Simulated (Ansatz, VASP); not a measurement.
# BeTe in VASP and in Ansatz

The input POSCAR:

```
BeTe
1.0
    0.0000000000      2.6832298771      2.6832298771
    2.6832298771      0.0000000000      2.6832298771
    2.6832298771      2.6832298771      0.0000000000
Be Te
1 1
Direct
    0.0000000000      0.0000000000      0.0000000000
    0.5000000000      0.5000000000      0.5000000000
```

Contents of INCAR.step1:

```
ALGO = Normal ; EDIFF = 1E-5
ENCUT = 520 ; GGA = PE
ISIF = 2 ; ISMEAR = -1
LASPH = T ; LCHARG = F
LREAL = F ; LWAVE = T
NBANDS = 11 ; NELM = 60
PREC = Accurate ; SIGMA = 0.02
```

Contents of INCAR.step2:

```
ALGO = Normal ; EDIFF = 1E-6
ENCUT = 520 ; GGA = PE
HFSCREEN = 0.2079 ; ISIF = 2
ISMEAR = -1 ; ISTART = 1
LASPH = T ; LCHARG = F
LHFCALC = T ; LREAL = F
LWAVE = F ; NBANDS = 11
NELM = 60 ; PREC = Accurate
PRECFOCK = Normal ; SIGMA = 0.02
```

KPOINTS

```
k-points
0
Gamma
  4 4 4
```

Input for Ansatz:

```yaml
crystal:
  lattice:
    - [0.0, 2.6832298771, 2.6832298771]
    - [2.6832298771, 0.0, 2.6832298771]
    - [2.6832298771, 2.6832298771, 0.0]
  atoms:
    - { symbol: Be, position: [0.0, 0.0, 0.0] }
    - { symbol: Te, position: [0.5, 0.5, 0.5] }
kpoints:
  mp_grid: { grid: [4, 4, 4] }
hamiltonian:
  xc: hse06
scf:
  occupations: { method: fermi_dirac, width: 0.02 }
  n_extra_bands: 4
  exx: { q_mesh: [2, 2, 2] }
output:
  forces: true
  stress: true
  eigenvalues: true
```

Alike in both runs: task single point; functional HSE06; k mesh 4 × 4 × 4; occupations fermi-dirac, width 0.02 eV; no spin polarisation.

|  | VASP | Ansatz |
| --- | --- | --- |
| version | VASP 6.6.1 | Ansatz 0.2.0 |
| potentials or method | VASP PAW PBE potentials, release 64 (Be, Te) | plane waves |
| plane-wave cutoff (eV) | 520 | 420 |
| valence electrons in the cell | 8 | 18 |

|  | VASP | Ansatz | Ansatz less VASP |
| --- | --- | --- | --- |
| pressure (GPa) | -0.2 | 0.0 | +0.21 |

The functional is the same, so the differences come from potentials, cutoffs and numerics. The two sets of potentials don't hold the same shells in valence. Ansatz warned: «exchange_mesh_not_taken_up».

Caveats: the k mesh is coarse (spacing up to 0.51 Å⁻¹), so the values aren't converged, least of all with exact exchange; the PAW data sets were made with another functional, which shifts forces and pressure a little (VASP). Spin-orbit coupling is left out, which matters for the levels of Te.
